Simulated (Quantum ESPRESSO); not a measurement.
# HfC (P1) in Quantum ESPRESSO: reference runs

Aim: a first look at HfC with PBE, on the cell as given.

Everything below comes from runs of Quantum ESPRESSO 7.5. Logs are shortened: lines on timing, memory, paths and dates and some standing lists are left out, and cuts for length are marked.

## Step 1: The structure

The typed cell holds 4 atoms: a = 3.343 Å, b = 3.343 Å, c = 5.203 Å, α = 90.00°, β = 90.00°, γ = 120.00°.

The cell comes from a database or a generator and needn't be the stable form of this composition.

## Step 2: Single point, PBE

Input file pw.in:

```
&CONTROL
  calculation = 'scf'
  prefix = 'pwscf'
  outdir = './tmp'
  pseudo_dir = './pseudo'
  tprnfor = .true.
  tstress = .true.
  disk_io = 'nowf'
/
&SYSTEM
  ibrav = 0
  nat = 4
  ntyp = 2
  ecutwfc = 60
  ecutrho = 440
  nbnd = 24
  occupations = 'smearing'
  smearing = 'fd'
  degauss = 0.00367493
/
&ELECTRONS
  conv_thr = 8d-10
  electron_maxstep = 120
  mixing_beta = 0.5
/
ATOMIC_SPECIES
Hf   178.4900 Hf-sp.oncvpsp.upf
C     12.0110 C.pbe-n-kjpaw_psl.1.0.0.UPF
CELL_PARAMETERS angstrom
   3.3428660500    0.0000000000    0.0000000000
  -1.6714330300    2.8950069200    0.0000000000
   0.0000000000    0.0000000000    5.2027140000
ATOMIC_POSITIONS crystal
Hf     0.6405123500    0.2843966400    0.7405891600
Hf     0.3071790100    0.6177299800    0.2405891600
C      0.0261543200    0.0489366900    0.0094108400
C      0.0261543200    0.0489366900    0.5094108400
K_POINTS automatic
9 9 5 0 0 0
```

Potentials or basis: SSSP 1.3 efficiency PBE.

Launch:

```
$ OMP_NUM_THREADS=1 pw.x -in pw.in > pw.out
```

pw.out:

```text
This program is part of the open-source Quantum ESPRESSO suite
     for quantum simulation of materials; please cite
         "P. Giannozzi et al., J. Phys.:Condens. Matter 21 395502 (2009);
         "P. Giannozzi et al., J. Phys.:Condens. Matter 29 465901 (2017);
         "P. Giannozzi et al., J. Chem. Phys. 152 154105 (2020);
     in publications or presentations arising from this work. More details at

     file C.pbe-n-kjpaw_psl.1.0.0.UPF: wavefunction(s)  2S 2P renormalized

     G-vector sticks info
     --------------------
     sticks:   dense  smooth     PW     G-vecs:    dense   smooth      PW
     Sum        1213     661    199                52853    21325    3537

     Using Slab Decomposition

     bravais-lattice index     =            0
     lattice parameter (alat)  =       6.3171  a.u.
     unit-cell volume          =     339.7779 (a.u.)^3
     number of atoms/cell      =            4
     number of atomic types    =            2
     number of electrons       =        32.00
     number of Kohn-Sham states=           24
     kinetic-energy cutoff     =      60.0000  Ry
     charge density cutoff     =     440.0000  Ry
     scf convergence threshold =      8.0E-10
     mixing beta               =       0.5000
     number of iterations used =            8  plain     mixing
     Exchange-correlation= SLA  PW   PBX  PBC
                           (   1   4   3   4   0   0   0)

     celldm(1)=   6.317101  celldm(2)=   0.000000  celldm(3)=   0.000000
     celldm(4)=   0.000000  celldm(5)=   0.000000  celldm(6)=   0.000000

     crystal axes: (cart. coord. in units of alat)
               a(1) = (   1.000000   0.000000   0.000000 )
               a(2) = (  -0.500000   0.866025   0.000000 )
               a(3) = (   0.000000   0.000000   1.556363 )

     reciprocal axes: (cart. coord. in units 2 pi/alat)
               b(1) = (  1.000000  0.577350 -0.000000 )
               b(2) = (  0.000000  1.154701  0.000000 )
               b(3) = (  0.000000 -0.000000  0.642524 )

     PseudoPot. # 1 for Hf read from file:
     Hf-sp.oncvpsp.upf
     Pseudo is Norm-conserving + core correction, Zval = 12.0
     Generated using ONCVPSP code by D. R. Hamann
     Using radial grid of 1656 points,  8 beta functions with:
                l(1) =   0
                l(2) =   0
                l(3) =   1
                l(4) =   1
                l(5) =   2
                l(6) =   2
                l(7) =   3
                l(8) =   3

     PseudoPot. # 2 for C  read from file:
     C.pbe-n-kjpaw_psl.1.0.0.UPF
     Pseudo is Projector augmented-wave + core cor, Zval =  4.0
     Generated using "atomic" code by A. Dal Corso  v.5.1
     Shape of augmentation charge: PSQ
     Using radial grid of 1073 points,  4 beta functions with:
                l(1) =   0
                l(2) =   0
                l(3) =   1
                l(4) =   1
     Q(r) pseudized with 0 coefficients

     atomic species   valence    mass     pseudopotential
     Hf               12.00   178.49000     Hf( 1.00)
     C                 4.00    12.01100     C ( 1.00)

     No symmetry found

   Cartesian axes

     site n.     atom                  positions (alat units)
         1        Hf     tau(   1) = (   0.4983140   0.2462947   1.1526258  )
         2        Hf     tau(   2) = (  -0.0016860   0.5349699   0.3744441  )
         3        C      tau(   3) = (   0.0016860   0.0423804   0.0146467  )
         4        C      tau(   4) = (   0.0016860   0.0423804   0.7928283  )

     number of k points=   203  Fermi-Dirac smearing, width (Ry)=  0.0037

     Number of k-points >= 100: set verbosity='high' to print them.

     Dense  grid:    52853 G-vectors     FFT dimensions: (  45,  45,  72)

     Smooth grid:    21325 G-vectors     FFT dimensions: (  32,  32,  50)

     Initial potential from superposition of free atoms

     starting charge      31.9962, renormalised to      32.0000
     Starting wfcs are   28 randomized atomic wfcs

     Self-consistent Calculation

     iteration #  1     ecut=    60.00 Ry     beta= 0.50
     Davidson diagonalization with overlap
     ethr =  1.00E-02,  avg # of iterations =  2.0

     total energy              =    -262.06053726 Ry
     estimated scf accuracy    <       1.47614247 Ry

     iteration #  2     ecut=    60.00 Ry     beta= 0.50
     Davidson diagonalization with overlap
     ethr =  4.61E-03,  avg # of iterations =  2.4

     total energy              =    -262.56580154 Ry
     estimated scf accuracy    <       0.78564589 Ry

     iteration #  3     ecut=    60.00 Ry     beta= 0.50
     Davidson diagonalization with overlap
     ethr =  2.46E-03,  avg # of iterations =  1.3

     total energy              =    -262.65368199 Ry
     estimated scf accuracy    <       0.03095474 Ry

     iteration #  4     ecut=    60.00 Ry     beta= 0.50
     Davidson diagonalization with overlap
     ethr =  9.67E-05,  avg # of iterations =  4.0

     total energy              =    -262.66592589 Ry
     estimated scf accuracy    <       0.00481829 Ry

     iteration #  5     ecut=    60.00 Ry     beta= 0.50
     Davidson diagonalization with overlap
     ethr =  1.51E-05,  avg # of iterations =  5.4

     total energy              =    -262.66553648 Ry
     estimated scf accuracy    <       0.00319581 Ry

     iteration #  6     ecut=    60.00 Ry     beta= 0.50
     Davidson diagonalization with overlap
     ethr =  9.99E-06,  avg # of iterations =  2.3

     total energy              =    -262.66600774 Ry
     estimated scf accuracy    <       0.00004130 Ry

     iteration #  7     ecut=    60.00 Ry     beta= 0.50
     Davidson diagonalization with overlap
     c_bands:  1 eigenvalues not converged
     ethr =  1.29E-07,  avg # of iterations =  5.1

     total energy              =    -262.66603195 Ry
     estimated scf accuracy    <       0.00000565 Ry

     iteration #  8     ecut=    60.00 Ry     beta= 0.50
     Davidson diagonalization with overlap
     ethr =  1.76E-08,  avg # of iterations =  2.0

     total energy              =    -262.66603275 Ry
     estimated scf accuracy    <       0.00000087 Ry

     iteration #  9     ecut=    60.00 Ry     beta= 0.50
     Davidson diagonalization with overlap
     ethr =  2.71E-09,  avg # of iterations =  2.2

     total energy              =    -262.66603294 Ry
     estimated scf accuracy    <       0.00000018 Ry

     iteration # 10     ecut=    60.00 Ry     beta= 0.50
     Davidson diagonalization with overlap
     ethr =  5.63E-10,  avg # of iterations =  2.0

     total energy              =    -262.66603296 Ry
     estimated scf accuracy    <          7.5E-09 Ry

     iteration # 11     ecut=    60.00 Ry     beta= 0.50
     Davidson diagonalization with overlap
     ethr =  2.35E-11,  avg # of iterations =  3.3

     End of self-consistent calculation

     Number of k-points >= 100: set verbosity='high' to print the bands.

     the Fermi energy is    15.8526 ev

!    total energy              =    -262.66603296 Ry
     estimated scf accuracy    <          5.2E-10 Ry
     smearing contrib. (-TS)   =      -0.00064078 Ry
     internal energy E=F+TS    =    -262.66539218 Ry

     The total energy is F=E-TS. E is the sum of the following terms:
     one-electron contribution =     -21.49848872 Ry
     hartree contribution      =      27.35076755 Ry
     xc contribution           =     -66.50871427 Ry
     ewald contribution        =    -189.66087505 Ry
     one-center paw contrib.   =     -12.34808170 Ry

     convergence has been achieved in  11 iterations

     Forces acting on atoms (cartesian axes, Ry/au):

     atom    1 type  1   force =     0.00837760    0.12866251    0.02392310
     atom    2 type  1   force =     0.00397813    0.18736753    0.02586139
     atom    3 type  2   force =    -0.00574505   -0.16435092   -0.03442898
     atom    4 type  2   force =    -0.00661068   -0.15167912   -0.01535550

     Total force =     0.323270     Total SCF correction =     0.000075

     Computing stress (Cartesian axis) and pressure

          total   stress  (Ry/bohr**3)                   (kbar)     P=       96.21
   0.00037089  -0.00000372   0.00001117           54.56       -0.55        1.64
  -0.00000372   0.00036691   0.00028531           -0.55       53.97       41.97
   0.00001117   0.00028531   0.00122424            1.64       41.97      180.09

=------------------------------------------------------------------------------=
   JOB DONE.
=------------------------------------------------------------------------------=
```

It took 2.7 min on 1 thread of AMD EPYC 7R13 (Zen 3), shared host; peak memory 0.31 GiB.

Results:

```yaml
Free_energy: -3573.7534 eV
Pressure: 9.6 GPa
Largest_force: 4.864 eV/Å
Band_gap_on_the_k_mesh: none (metal or under the smearing width)
```

Forces on the atoms (eV/Å):
```
Hf   0.215  3.308  0.615
Hf   0.102  4.817  0.665
C   -0.148 -4.226 -0.885
C   -0.170 -3.900 -0.395
```

Stress tensor (GPa, compression positive):
```
 5.46 -0.05  0.16
-0.05  5.40  4.20
 0.16  4.20 18.01
```

Caveat: forces of over 1 eV/Å show positions far from the minimum, so gaps and moduli don't describe the material at rest.
